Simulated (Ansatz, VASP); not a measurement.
# Si27C26 (V_C): VASP beside Ansatz, part 2 of 2

Aim: how closely do two programs agree when they are given the same cell, functional and k mesh? The cell is taken from a series of runs on this material, whose earlier steps may have relaxed, scaled, displaced or heated it; both programs get it as it stands.

VASP 6.6.1 and Ansatz 0.2.0.

So far: The structure; VASP: single point, r2SCAN, pair 1; Ansatz: single point, r2SCAN, pair 1; Differences.

## (5) Ansatz: single point, r2SCAN, pair 2

Level of this step: Ansatz beside VASP: Kohn-Sham DFT, plane waves, r2SCAN (Ansatz).

A single point gives forces, pressure and levels at one fixed geometry, so differences don't come from the geometry; what else differs is listed under the comparison.

The cell is taken from a series of runs on this material, whose earlier steps may have relaxed, scaled, displaced or heated it; both programs get it as it stands.

The input, input.yaml:

```yaml
crystal:
  checkpoint: "../qp1_M1.relax.run"
  host: checkpoint
basis:
  ecutwfc: 500
  xc_grid: 2
hamiltonian:
  xc: r2scan
  pseudopotentials: { kind: paw, azcp: { folder: soft_1 } }
kpoints:
  mp_grid: { grid: [2, 2, 2], shift: [0.5, 0.5, 0.5] }
scf:
  occupations: { method: fixed }
  max_iter: 60
output:
  forces: true
  eigenvalues: true
  charged_corrections: { defect_position: [0.416667, 0.416667, 0.416667] }
checkpoint:
  read: "../qp1_M1.relax.run"
  write: "../qp1_M1.point_neutral.run"
  compress: false
  write_wavefunctions: false
  write_every: 100000
```

Launch:

```
ansatz run input.yaml --threads 4 --pin off --max-ram 7536MiB --backend cpu --events-out ev --progress --plain --runs-dir out
```

Numbers of over 12 decimals in the logs are rounded to 6 here.

Output:

```text
Warning: checkpoint.read: spin treatment differs: saved collinear, current unpolarized; the saved charge density seeds this run and the saved magnetisation is not carried: this deck is unpolarised; the saved density holds an absolute magnetisation of 1.1e0 μB; saved orbitals and DFT+U occupations are not carried; the saved kinetic-energy density and PAW projector densities are carried summed over spin
[...]
max |Σ_I F_I| component: 3.10e-3 eV/Å
--- Band table (eV) ---
  k-point 0: bands = [... 102 lower, 9.6734, 10.1196, 10.1267, 12.7583, 13.1877, 13.2827, 13.4548, 13.5659, ... 49 higher]
  k-point 1: bands = [... 102 lower, 9.6040, 9.8288, 10.0247, 12.3383, 12.6408, 12.9618, 13.1892, 14.1620, ... 49 higher]
  k-point 2: bands = [... 102 lower, 9.5983, 9.8262, 10.0125, 12.1909, 12.5368, 13.1574, 13.2392, 14.1771, ... 49 higher]
  k-point 3: bands = [... 102 lower, 9.6039, 9.8289, 10.0247, 12.3388, 12.6403, 12.9613, 13.1895, 14.1620, ... 49 higher]
[key lines of the parts left out:]
SCF converged after 8 iterations
Free energy (F): -23805.787243 eV
Fermi energy:    12.758318 eV
```

## (6) VASP: single point, r2SCAN, pair 2

The same cell, functional and mesh now go to VASP, with its own data sets.

The input, INCAR:

```
SYSTEM = Si27C26
PREC = Accurate
ENCUT = 580
EDIFF = 1E-06
NELM = 120
ISMEAR = 0
SIGMA = 0.01
LREAL = Auto
ALGO = Normal
METAGGA = R2SCAN
LASPH = .TRUE.
NBANDS = 144
LORBIT = 11
LWAVE = .FALSE.
LCHARG = .FALSE.
ISIF = 2
ISYM = 0
GGA_COMPAT = .FALSE.
LMIXTAU = .TRUE.
KPAR = 4
```

The input, POSCAR:

```
Si27C26
1.0
    0.0000000000      6.3388420664      6.3388420664
    6.3388420664      0.0000000000      6.3388420664
    6.3388420664      6.3388420664      0.0000000000
Si C
27 26
Direct
    0.9994397607      0.0002179524      0.0001107093
    0.0007739042      0.0006024681      0.3330801259
    0.0000208024      0.9995395194      0.6678578412
    0.0005811946      0.3324885446      0.0012521432
    0.0006857349      0.3324737727      0.3331131070
    0.0002206063      0.3328287820      0.6676709805
    0.9994265016      0.6672236924      0.0000974502
    0.9967557296      0.6687401378      0.3328097752
    0.0003178290      0.6662595344      0.6676366846
    0.3324091773      0.0006024681      0.0014448528
    0.3325048931      0.0005658592      0.3331758417
    0.3324615933      0.0007616670      0.6668159743
    0.3324421584      0.3324737727      0.0013566836
    0.3288598950      0.3414422002      0.3295308437
    0.3399463259      0.3297568286      0.6680302574
    0.3321388266      0.6687401378      0.9974266782
    0.3295773587      0.6654504731      0.3302483074
    0.3325601918      0.6669581825      0.6668164507
    0.6671868926      0.9995395194      0.0006917511
    0.6661450258      0.0007616670      0.3331325419
    0.6683895774      0.9972360644      0.6690605260
    0.6670000318      0.3328287820      0.0008915550
    0.6673593088      0.3297568286      0.3406172745
    0.6684022126      0.3323750459      0.6690731612
    0.6669657360      0.6662595344      0.0009887777
    0.6661455021      0.6669581825      0.3332311404
    0.6664250468      0.6668361272      0.6670959954
    0.0830596416      0.0832597007      0.0837305902
    0.0833476692      0.0830419640      0.4176087800
    0.0833225778      0.0836380154      0.7503155754
    0.0830376354      0.4169385464      0.0837085840
    0.0811450460      0.4189144820      0.4179060333
    0.0881387691      0.4161145605      0.7466409121
    0.0827434404      0.7504356583      0.0834143890
    0.0813580993      0.7488715493      0.4179527542
    0.0833921692      0.7497431707      0.7503265746
    0.4169378314      0.0830419640      0.0840186178
    0.4158810811      0.0893402319      0.4165520297
    0.4185465235      0.0815171977      0.7496716346
    0.4172350847      0.4189144820      0.0818159947
    0.4186236835      0.4173112834      0.7498637462
    0.4172818056      0.7488715493      0.0820290480
    0.4159888779      0.7452308408      0.4166598265
    0.4165987042      0.7513130610      0.7479471618
    0.7496446268      0.0836380154      0.0839935265
    0.7490006859      0.0815171977      0.4192174722
    0.7502555998      0.0829721386      0.7509265484
    0.7459699635      0.4161145605      0.0888097178
    0.7491927976      0.4173112834      0.4192946322
    0.7508443628      0.4170147475      0.7515153113
    0.7496556259      0.7497431707      0.0840631178
    0.7472762132      0.7513130610      0.4172696528
    0.7508856808      0.7477830140      0.7515566294
```

The input, KPOINTS:

```
Points of the shifted mesh
8
Reciprocal
 0.2500000000  0.2500000000  0.2500000000 1
 0.2500000000  0.2500000000  0.7500000000 1
 0.2500000000  0.7500000000  0.2500000000 1
 0.2500000000  0.7500000000  0.7500000000 1
 0.7500000000  0.2500000000  0.2500000000 1
 0.7500000000  0.2500000000  0.7500000000 1
 0.7500000000  0.7500000000  0.2500000000 1
 0.7500000000  0.7500000000  0.7500000000 1
```

PAW data sets: Si and C (PBE family, release 64).

Launch:

```
mpirun -np 8 vasp_std
```

Output:

```text
[banner, memory and clock lines left out]
running    8 mpi-ranks, on    1 nodes
[...]
[... a notice as in an earlier step ...]

 [... a notice as in an earlier step ...]

 LDA part: xc-table for (None), standard interpolation
 POSCAR, INCAR and KPOINTS ok, starting setup
[...]
entering main loop
       N       E                     dE             d eps       ncg     rms          rms(c)
DAV:   1     0.618827791537E+03    0.61883E+03   -0.10910E+05  2304   0.152E+03
DAV:   2    -0.510538901152E+03   -0.11294E+04   -0.10694E+04  2808   0.260E+02
DAV:   3    -0.586573135925E+03   -0.76034E+02   -0.75207E+02  2784   0.629E+01
DAV:   4    -0.588057376106E+03   -0.14842E+01   -0.14785E+01  2792   0.967E+00
[...]
DAV:  20    -0.503589839234E+03   -0.21788E-05   -0.97601E-07  1344   0.351E-03    0.357E-03
DAV:  21    -0.503589841482E+03   -0.22482E-05   -0.76257E-07  1344   0.302E-03    0.141E-03
DAV:  22    -0.503589841919E+03   -0.43610E-06   -0.22780E-07  1344   0.208E-03
   1 F= -.50358984E+03 E0= -.50358984E+03  d E =-.441297E-11
```

Parts of OUTCAR (step 6):

```text
  Total       72.0405799     74.2775065     72.0377814     -0.4509632     -0.4528191     -2.1590953
  in kB      226.5833496    233.6189721    226.5745477     -1.4183778     -1.4242149     -6.7908261
  external PRESSURE =     228.9256231 kB  Pullay stress =       0.0000000 kB

 POSITION                                       TOTAL-FORCE (eV/Angst)
 -----------------------------------------------------------------------------------
      0.00208      6.33599      6.33667         0.029623      0.038516      0.029751
      2.11516      2.11625      0.00872         0.004044     -0.010603     -0.167230
     10.56937      4.23358      6.33606        -0.032402     -0.028216      0.035043
      2.11553      0.01162      2.11128        -0.022429     -0.222194     -0.023446
      4.21905      2.11590      2.11185         0.172139     -0.013653     -0.053751
      6.34201      4.23366      2.11115         0.036284      0.019110      0.176721
      4.23004      6.33582     10.56463        -0.012352      0.024425     -0.014311
      6.34867      8.42791     10.55732         0.012510      0.213258      0.041033
      8.45536      4.23406      4.22533        -0.230758      0.013673      0.025213
      0.01298      2.11625      2.11091        -0.167919     -0.010104      0.001510
      2.11554      4.21965      2.11128        -0.033410      0.190475     -0.032887
      4.23167      6.33426      2.11225         0.008299      0.023725      0.187820
      2.11610      2.11590      4.21480        -0.054472     -0.014453      0.173020
      4.25319      4.17343      4.24894         0.323535      0.332456      0.322341
[...]
-----------------------------------------------------------------------------------
    total drift:                               -0.008067     -0.016940     -0.008107

  FREE ENERGIE OF THE ION-ELECTRON SYSTEM (eV)
  ---------------------------------------------------
  free  energy   TOTEN  =      -503.5898419185 eV

  energy  without entropy=     -503.5898419185  energy(sigma->0) =     -503.58984192

[... 1 part as in an earlier step ...]
```

The run ends at a pressure of 22.89 GPa, with forces up to 0.64 eV/Å.

## (7) Differences

Forces on 7 of the 53 atoms, those with the largest forces and the largest differences (eV/Å; atoms numbered as in POSCAR):

```csv
atom,"Ansatz x, y, z","VASP x, y, z"
Si14,"0.550, 0.263, 0.547","0.324, 0.332, 0.322"
Si15,"-0.502, -0.431, 0.723","-0.334, -0.409, 0.231"
Si17,"-0.621, 0.554, -0.622","-0.382, 0.340, -0.383"
Si23,"0.723, -0.428, -0.502","0.231, -0.409, -0.333"
C41,"0.316, 0.259, -0.110","0.147, 0.240, -0.003"
C46,"-0.334, 0.237, 0.057","-0.213, 0.227, 0.015"
C49,"-0.113, 0.260, 0.315","-0.003, 0.240, 0.146"
```

The forces differ by 93 meV/Å r.m.s., which is 66.3 % of the r.m.s. force of 0.140 eV/Å (both taken over all components).

## (8) VASP: single point, r2SCAN, pair 3

With cell and atoms fixed, the geometry can't cause a difference; cores, projectors, grids and the points listed under the comparison can.

INCAR is that of step 6.

The input, POSCAR:

```
Si27C26
1.0
    0.0000000000      6.3388420664      6.3388420664
    6.3388420664      0.0000000000      6.3388420664
    6.3388420664      6.3388420664      0.0000000000
Si C
27 26
Direct
    0.0000698256      0.9992680218      0.9993379385
    0.0013273410      0.0005255372      0.3320392370
    0.0000757810      0.9992739772      0.6673415849
    0.0013273410      0.3319693203      0.0005954539
    0.0014156041      0.3318908280      0.3319607447
    0.9992705932      0.3314166194      0.6676952051
    0.0000757810      0.6672716682      0.9993438939
    0.9992705932      0.6676252884      0.3314865361
    0.9992562366      0.6676096607      0.6676795774
    0.3327711241      0.0005255372      0.0005954539
    0.3326926318      0.0006138003      0.3319607447
    0.3322184232      0.9984687894      0.6676952051
    0.3326926318      0.3318908280      0.0006837170
    0.3304110966      0.3296092928      0.3296792095
    0.3303586238      0.3295568200      0.6765207539
    0.3322184232      0.6676252884      0.9985387062
    0.3303586238      0.6764508372      0.3296267367
    0.3322174763      0.6676731924      0.6677431091
    0.6680734720      0.9992739772      0.9993438939
    0.6684270922      0.9984687894      0.3314865361
    0.6684114645      0.9984544328      0.6676795774
    0.6684270922      0.3314166194      0.9985387062
    0.6772526410      0.3295568200      0.3296267367
    0.6684749962      0.3314156725      0.6677431091
    0.6684114645      0.6676096607      0.9985243495
    0.6684749962      0.6676731924      0.3314855892
    0.6671023460      0.6663005422      0.6663704589
    0.0836021482      0.0828003444      0.0828702611
    0.0835606892      0.0827588854      0.4168709430
    0.0836909783      0.0828891745      0.7497652941
    0.0835606892      0.4168010263      0.0828288021
    0.0841008881      0.4174782652      0.4175481819
    0.0841393047      0.4174775277      0.7469678708
    0.0836909783      0.7496953774      0.0829590912
    0.0841393047      0.7468979541      0.4175474444
    0.0837031071      0.7497002118      0.7497701285
    0.4176028301      0.0827588854      0.0828288021
    0.4182800691      0.0832990843      0.4175481820
    0.4182793315      0.0833375008      0.7469678708
    0.4182800691      0.4174782652      0.0833690010
    0.4183642402      0.4175624364      0.7469093749
    0.4182793315      0.7468979541      0.0834074175
    0.4183642402      0.7468394582      0.4176323531
    0.4174596384      0.7495498909      0.7496198076
    0.7504971812      0.0828891745      0.0829590912
    0.7476997579      0.0833375009      0.4175474444
    0.7505020156      0.0829013033      0.7497701285
    0.7476997579      0.4174775277      0.0834074175
    0.7476412620      0.4175624364      0.4176323531
    0.7503516947      0.4166578346      0.7496198076
    0.7505020156      0.7497002118      0.0829712200
    0.7503516947      0.7495498909      0.4167277513
    0.7503324917      0.7495306879      0.7496006046
```

KPOINTS is that of step 6.

Launch:

```
mpirun -np 8 vasp_std
```

Output:

```text
[... set-up lines as in an earlier step ...]
 entering main loop
       N       E                     dE             d eps       ncg     rms          rms(c)
DAV:   1     0.622158599773E+03    0.62216E+03   -0.10914E+05  2304   0.152E+03
DAV:   2    -0.509425924517E+03   -0.11316E+04   -0.10716E+04  2792   0.260E+02
DAV:   3    -0.586508224051E+03   -0.77082E+02   -0.76206E+02  2808   0.632E+01
DAV:   4    -0.588019404297E+03   -0.15112E+01   -0.15051E+01  2760   0.973E+00
[...]
DAV:  19    -0.503229233687E+03   -0.13789E-04   -0.16990E-05  2680   0.115E-02    0.539E-03
DAV:  20    -0.503229239414E+03   -0.57277E-05   -0.78062E-06  2640   0.797E-03    0.392E-03
DAV:  21    -0.503229239786E+03   -0.37182E-06   -0.25536E-07  1344   0.204E-03
   1 F= -.50322924E+03 E0= -.50322731E+03  d E =-.385656E-02
```

Parts of OUTCAR (step 8):

```text
  Total       74.8580698     74.8526359     74.8555571     -1.1271643     -1.1238135     -1.1254621
  in kB      235.4449704    235.4278795    235.4370673     -3.5451778     -3.5346388     -3.5398240
  external PRESSURE =     235.4366391 kB  Pullay stress =       0.0000000 kB

 POSITION                                       TOTAL-FORCE (eV/Angst)
 -----------------------------------------------------------------------------------
     12.66885      6.33509      6.33464         0.089779      0.089737      0.090223
      2.10808      2.11316      0.01175        -0.040223     -0.038891     -0.412279
     10.56441      4.23065      6.33472        -0.059249     -0.055283      0.066061
      2.10808      0.01219      2.11271        -0.039756     -0.412147     -0.039390
      4.20805      2.11322      2.11278         0.408349     -0.045813     -0.046084
      6.33321     10.56663      8.43502         0.068133      0.014451      0.407010
     10.56441      6.33516      4.23021        -0.058872      0.066114     -0.056307
      6.33321      8.43546     10.56619         0.068194      0.406850      0.014138
      8.46419     10.56644     10.56600        -0.510522      0.033791      0.034088
      0.00711      2.11316      2.11271        -0.410418     -0.040484     -0.040674
      2.10814      4.21313      2.11278        -0.046281      0.407369     -0.045115
     10.56155      6.33829      8.43502         0.015141      0.067400      0.405328
      2.10814      2.11322      4.21269        -0.046435     -0.045009      0.407809
      4.17913      4.18421      4.18377         0.651369      0.652683      0.651580
[...]
-----------------------------------------------------------------------------------
    total drift:                               -0.018722     -0.009130     -0.014148

  FREE ENERGIE OF THE ION-ELECTRON SYSTEM (eV)
  ---------------------------------------------------
  free  energy   TOTEN  =      -503.2292397862 eV

  energy  without entropy=     -503.2253832282  energy(sigma->0) =     -503.22731151

[... 1 part as in an earlier step ...]
```

The run ends at a pressure of 23.54 GPa, with forces up to 1.4 eV/Å.

## (9) Ansatz: single point, r2SCAN, pair 3

The same cell, functional and mesh now go to Ansatz.

The cell is taken from a series of runs on this material, whose earlier steps may have relaxed, scaled, displaced or heated it; both programs get it as it stands.

input.yaml, the sections that differ from step 5:

```yaml
crystal:
  checkpoint: "../qp2.relax.run"
  host: checkpoint
checkpoint:
  read: "../qp2.relax.run"
  write: "../qp2.point_neutral.run"
  compress: false
  write_wavefunctions: false
  write_every: 100000
# basis, hamiltonian, kpoints, scf, output: as in step 5
```

Launch:

```
ansatz run input.yaml --threads 4 --pin off --max-ram 7536MiB --backend cpu --events-out ev --progress --plain --runs-dir out
```

Output:

```text
Warning: at least one further symmetry operation maps every atom of the structure, as the run holds it, onto an atom to within 2.20e-5 (fractional), and is not used: no operation is sought that the atoms, as the run holds them, miss by more than 2.00e-5, twice crystal.symmetry.tolerance (1.0e-5). The run uses 1 unitary operations. The run imposes no operation that its atoms and lattice do not hold. Figures that only  [...]
[...]
Crystal: 53 atoms, lattice volume = 509.401 Å³
[...]
atom  52  Si    -0.06252052    -0.06227925    -0.06294830
  atom  53  C      0.03564927     0.03525360     0.03658302
  max |Σ_I F_I| component: 4.93e-3 eV/Å
--- Band table (eV) ---
  k-point 0: bands = [... 102 lower, 9.6238, 10.0866, 10.0869, 13.0101, 13.2199, 13.2201, 13.5013, 13.7255, ... 49 higher]
  k-point 1: bands = [... 102 lower, 9.6012, 9.8831, 9.9793, 12.5010, 12.6464, 13.2635, 13.2913, 14.2022, ... 49 higher]
  k-point 2: bands = [... 102 lower, 9.6012, 9.8831, 9.9791, 12.5009, 12.6466, 13.2636, 13.2912, 14.2021, ... 49 higher]
  k-point 3: bands = [... 102 lower, 9.6012, 9.8831, 9.9792, 12.5008, 12.6466, 13.2637, 13.2912, 14.2021, ... 49 higher]
```

## (10) Comparison

Forces on 7 of the 53 atoms, those with the largest forces and the largest differences (eV/Å; atoms numbered as in POSCAR):

```csv
atom,"Ansatz x, y, z","VASP x, y, z"
Si14,"0.597, 0.597, 0.597","0.651, 0.653, 0.652"
Si15,"-0.780, -0.779, 1.291","-0.798, -0.795, 0.814"
Si17,"-0.779, 1.293, -0.780","-0.797, 0.814, -0.795"
Si23,"1.292, -0.779, -0.781","0.812, -0.797, -0.797"
C41,"0.456, 0.455, -0.193","0.437, 0.436, -0.088"
C43,"0.457, -0.194, 0.457","0.437, -0.088, 0.436"
C49,"-0.193, 0.456, 0.456","-0.087, 0.438, 0.438"
```

The forces differ by 88 meV/Å r.m.s., which is 28.7 % of the r.m.s. force of 0.307 eV/Å (both taken over all components).

## (11) Summary of results

```json
{"difference in gap on the k mesh (single point, r2SCAN, pair 1)": "-0.013 eV", "r.m.s. force difference (single point, r2SCAN, pair 1)": "6.2 meV/Å", "r.m.s. force difference (single point, r2SCAN, pair 2)": "93 meV/Å", "r.m.s. force difference (single point, r2SCAN, pair 3)": "29 % of the r.m.s. force"}
```

In words: The r.m.s. force difference is 29 % of the r.m.s. force (single point, r2SCAN, pair 3), beyond the 3 % picked in this series as the mark of a large difference. What causes the difference of the single point, r2SCAN, pair 2 pair stays open here. What causes the difference of the single point, r2SCAN, pair 3 pair stays open here. Such differences can come from data sets, numerical settings and the points named under the comparisons, not from the functional's error against experiment.

[Lines on the potential files, build, host, timing and source positions are cut from VASP's logs without a mark.]

[Logs are printed without paths, hosts, clocks, repeated set-up lines and the standing remarks that a program may print on its own settings, such as how far it seeks lower states.]

[Hosts, paths, dates, database ids (printed as entryN), source tags and the programs' standing remarks are cut or masked in the printed files.]
